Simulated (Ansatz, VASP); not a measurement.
TePb: VASP beside Ansatz

```
CELL_PARAMETERS angstrom
0.00000 3.23100 3.23100
3.23100 0.00000 3.23100
3.23100 3.23100 0.00000
ATOMIC_POSITIONS crystal
Pb 0.00000 0.00000 0.00000
Te 0.50000 0.50000 0.50000
```

Alike in both runs: functional PBEsol; k mesh 7 × 7 × 7; occupations fermi-dirac, width 0.05 eV; no spin polarisation.

```csv
,VASP,Ansatz
version,VASP 6.6.1,Ansatz 0.2.0
potentials or method,"VASP PAW PBE potentials, release 64 (Pb_d, Te)",Ansatz PAW
plane-wave cutoff (eV),520,420
valence electrons in the cell,20,30
task,single point,band structure
```

```csv
,VASP,Ansatz,Ansatz less VASP
gap on the k mesh at the Fermi level (eV),0.96,0.95,-0.002
least direct gap on the mesh (eV),0.96,0.95,-0.002
pressure (GPa),-0.4,-0.4,+0.02
```

The two sets of potentials don't hold the same shells in valence.

Caveats: the PAW data sets were made with another functional, which shifts forces and pressure a little (VASP); spin-orbit coupling is left out, which moves the levels of the heavy elements (Ansatz); the PAW data sets come from PBE, with cores solved anew for the run's functional, which leaves a small shift of forces and pressure (Ansatz). Spin-orbit coupling is left out, which matters for the levels of Pb, Te.
